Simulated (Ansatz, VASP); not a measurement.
## MnO2 in VASP and in Ansatz

Contents of INCAR:

```
  PREC = Accurate
  ENCUT = 520
  EDIFF = 1E-6
  ISMEAR = 0
  SIGMA = 0.03
  LREAL = F
  LASPH = T
  NELM = 150
  ALGO = Normal
  ISIF = 2
  LWAVE = F
  LCHARG = F
  ISPIN = 2
  MAGMOM = 2.91 2.91 -0.05 -0.05 -0.05 -0.05
  LORBIT = 11
  LMAXMIX = 4
  LDAU = T
  LDAUTYPE = 2
  LDAUL = 2 -1
  LDAUU = 3.9 0
  LDAUJ = 0 0
  LDAUPRINT = 1
  GGA = PS
  NBANDS = 38
```

The input KPOINTS:

```
regular mesh
0
Gamma
  5 5 7
```

File POSCAR:

```
MnO2
1.0
    4.3983000000      0.0000000000      0.0000000000
    0.0000000000      4.3983000000      0.0000000000
    0.0000000000      0.0000000000      2.8730000000
Mn O
2 4
Direct
    0.0000000000      0.0000000000      0.0000000000
    0.5000000000      0.5000000000      0.5000000000
    0.3051500000      0.3051500000      0.0000000000
    0.1948500000      0.8051500000      0.5000000000
    0.6948500000      0.6948500000      0.0000000000
    0.8051500000      0.1948500000      0.5000000000
```

Input for Ansatz:

```yaml
crystal:
  lattice:
    - [4.3983, 0.0, 0.0]
    - [0.0, 4.3983, 0.0]
    - [0.0, 0.0, 2.873]
  atoms:
    - { symbol: Mn, position: [0.0, 0.0, 0.0] }
    - { symbol: Mn, position: [0.5, 0.5, 0.5] }
    - { symbol: O, position: [0.30515, 0.30515, 0.0] }
    - { symbol: O, position: [0.19485, 0.80515, 0.5] }
    - { symbol: O, position: [0.69485, 0.69485, 0.0] }
    - { symbol: O, position: [0.80515, 0.19485, 0.5] }
hamiltonian:
  xc: pbesol
  pseudopotentials: { kind: paw }
  hubbard: { sites: [{ species: Mn, l: d, u_eff: 3.9 }] }
basis:
  ecutwfc: 420
kpoints:
  mp_grid: { grid: [5, 5, 7] }
scf:
  occupations: { method: gaussian, width: 0.03 }
  lower_state_search: "off"
output:
  forces: true
  stress: true
magnetization:
  spin_polarized: true
```

Alike in both runs: task single point; functional PBEsol; k mesh 5 × 5 × 7; occupations gaussian, width 0.03 eV; collinear spin; Hubbard terms Mn d U = 3.9 eV.

```csv
,VASP,Ansatz
version,VASP 6.6.1,Ansatz 0.2.0
potentials or method,"VASP PAW PBE potentials, release 64 (Mn_pv, O)","PAW, plane waves, scalar-relativistic"
plane-wave cutoff (eV),520,420
valence electrons in the cell,50,54
```

|  | VASP | Ansatz | Ansatz less VASP |
| --- | --- | --- | --- |
| pressure (GPa) | 2.9 | 1.8 | -1.06 |
| largest component of the traceless stress (GPa) | 1.92 | 2.06 | +0.145 |
| rms of the force components (eV/Å) | 0.015 | 0.001 | -0.0137 |
| net moment per atom (μB) | 1.00 | 1.00 | 0.000 |
| size of the moment on the site where the two differ most (μB) | 3.02 | 2.64 | -0.375 |

Site moments also hang on the region over which each program counts them. The programs project onto different local orbitals, so the same U acts differently. Atom by atom the forces differ by 0.016 eV/Å (rms over components). The two sets of potentials don't hold the same shells in valence. Ansatz warned: «filled_band_counts_differ_across_k_points».

Caveats: the PAW data sets were made with another functional, which shifts forces and pressure a little (VASP). The state reached can hang on the start; a lower one may exist.
